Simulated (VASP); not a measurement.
Wanted: the native input for a VASP 6.6.1 run.

| Property | Result |
| --- | --- |
| Task | relaxation of cell and atoms |
| Functional | PBE |
| Dispersion | D3(BJ) |
| Potentials or basis | VASP PAW PBE potentials, release 64 (Sn_d, O) |
| Cutoff | 600 eV |
| k mesh | 8 × 8 × 6 |
| Occupations | gaussian, width 0.03 eV |
| Spin | no spin polarisation |
| Further INCAR settings | ALGO = Normal; EDIFF = 1e-06; IBRION = 2; EDIFFG = -0.01; NSW = 90; ISIF = 3 |

The structure of SnO lies in POSCAR:

```
SnO
1.0
    3.7986000000      0.0000000000      0.0000000000
    0.0000000000      3.7986000000      0.0000000000
    0.0000000000      0.0000000000      4.8408000000
Sn O
2 2
Direct
    0.5000000000      0.0000000000      0.2369000000
    0.0000000000      0.5000000000      0.7631000000
    0.0000000000      0.0000000000      0.0000000000
    0.5000000000      0.5000000000      0.0000000000
```

The input as run:

INCAR

```
SYSTEM = SnO
ALGO = Normal ; EDIFF = 1E-6
EDIFFG = -0.01 ; ENCUT = 600
GGA = PE ; IBRION = 2
ISIF = 3 ; ISMEAR = 0
IVDW = 12 ; LASPH = .True.
LCHARG = .False. ; LREAL = .False.
LWAVE = .False. ; NELM = 80
NSW = 90 ; PREC = Accurate
SIGMA = 0.03
```

KPOINTS

```
k-points
0
Gamma
  8 8 6
  0 0 0
```

Potentials or basis: VASP PAW PBE potentials, release 64 (Sn_d, O).

The run is started by

```console
$ cat potpaw_PBE.64/Sn_d/POTCAR potpaw_PBE.64/O/POTCAR > POTCAR
$ mpirun -np 1 vasp_std > vasp.out
```

It gave:

```json
{"Relaxed volume": "17.39 Å³/atom", "Relaxed cell": "a = 3.835 Å, b = 3.835 Å, c = 4.728 Å, α = 90.00°, β = 90.00°, γ = 90.00°", "Space group after relaxing (to 0.05 Å)": "P4/nmm (No. 129)", "Energy gained by relaxing": "7.0 meV/atom", "Ionic steps": "15", "Pressure after relaxing": "0.0 GPa", "Largest force after relaxing": "0.004 eV/Å", "Band gap on the k mesh": "none (metal or under the smearing width)", "Dispersion energy per atom": "-0.237 eV"}
```

Caveat: pairwise dispersion overbinds metals, which lowers pressure and volume.

It took 5.7 min on 1 thread of Intel(R) Xeon(R) 6975P-C (Granite Rapids) (shared host), peak memory 0.27 GiB.
